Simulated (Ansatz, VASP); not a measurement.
**Two plane-wave programs on BeTe**

The input INCAR:

```
SYSTEM = BeTe
ALGO = Normal ; EDIFF = 1E-7
ENCUT = 520 ; GGA = PE
ISIF = 2 ; ISMEAR = -1
LASPH = .True. ; LCHARG = .False.
LREAL = .False. ; LWAVE = .False.
NBANDS = 16 ; NELM = 60
PREC = Accurate ; SIGMA = 0.02
```

The input KPOINTS:

```
k-points
0
Gamma
  12 12 4
  0 0 0
```

File POSCAR:

```
BeTe
1.0
    4.0308527429      0.0000000000      0.0000000000
   -2.0154263714      3.4908208742      0.0000000000
    0.0000000000      0.0000000000      8.1440445297
Be Te
2 2
Direct
    0.3333333333      0.6666666667      0.2500000000
    0.6666666667      0.3333333333      0.7500000000
    0.6666666667      0.3333333333      0.2500000000
    0.3333333333      0.6666666667      0.7500000000
```

Input for Ansatz:

```yaml
crystal:
  lattice:
    - [4.0308527429, 0.0, 0.0]
    - [-2.0154263714, 3.4908208742, 0.0]
    - [0.0, 0.0, 8.1440445297]
  atoms:
    - { symbol: Be, position: [0.3333333333, 0.6666666667, 0.25] }
    - { symbol: Be, position: [0.6666666667, 0.3333333333, 0.75] }
    - { symbol: Te, position: [0.6666666667, 0.3333333333, 0.25] }
    - { symbol: Te, position: [0.3333333333, 0.6666666667, 0.75] }
kpoints:
  mp_grid: { grid: [12, 12, 4] }
  band_path:
    path:
      - [[0.0, 0.0, 0.0], [0.5, 1.039874033013e-17, 2.738687565729e-18], [0.3333333333333, 0.3333333333333, 1.825791710486e-18], [0.0, 0.0, 0.0], [8.337206750262e-36, -1.117240758329e-35, 0.5], [0.5, 1.023705659924e-17, 0.5], [0.3333333333333, 0.3333333333333, 0.5], [8.337206750262e-36, -1.117240758329e-35, 0.5]]
      - [[0.5, 1.023705659924e-17, 0.5], [0.5, 1.039874033013e-17, 2.738687565729e-18]]
      - [[0.3333333333333, 0.3333333333333, 0.5], [0.3333333333333, 0.3333333333333, 1.825791710486e-18]]
    npoints: 10
hamiltonian:
  xc: pbe
scf:
  occupations: { method: fermi_dirac, width: 0.02 }
  n_extra_bands: 5
output:
  forces: true
  stress: true
  eigenvalues: true
```

The cell was built by a generator and needn't be a form met in nature.

Alike in both runs: task single point; functional PBE; k mesh 12 × 12 × 4; occupations fermi-dirac, width 0.02 eV; no spin polarisation.

|  | VASP | Ansatz |
| --- | --- | --- |
| version | VASP 6.6.1 | Ansatz 0.2.0 |
| potentials or method | VASP PAW PBE potentials, release 64 (Be, Te) | plane waves, PAW |
| plane-wave cutoff (eV) | 520 | 420 |
| valence electrons in the cell | 16 | 36 |

|  | VASP | Ansatz | Ansatz less VASP |
| --- | --- | --- | --- |
| gap on the k mesh at the Fermi level (eV) | 2.59 | 2.59 | +0.002 |
| pressure (GPa) | 0.4 | 0.3 | -0.13 |
| largest component of the traceless stress (GPa) | 0.18 | 0.04 | -0.134 |

The two sets of potentials don't hold the same shells in valence.

Caveats: spin-orbit coupling is left out, which moves the levels of the heavy elements; this functional lacks dispersion, which binds the layers, so the pressure and a relaxed spacing across them are unreliable. A k mesh can miss the band edges. PBE gaps usually lie below the measured ones, often by a third to a half.
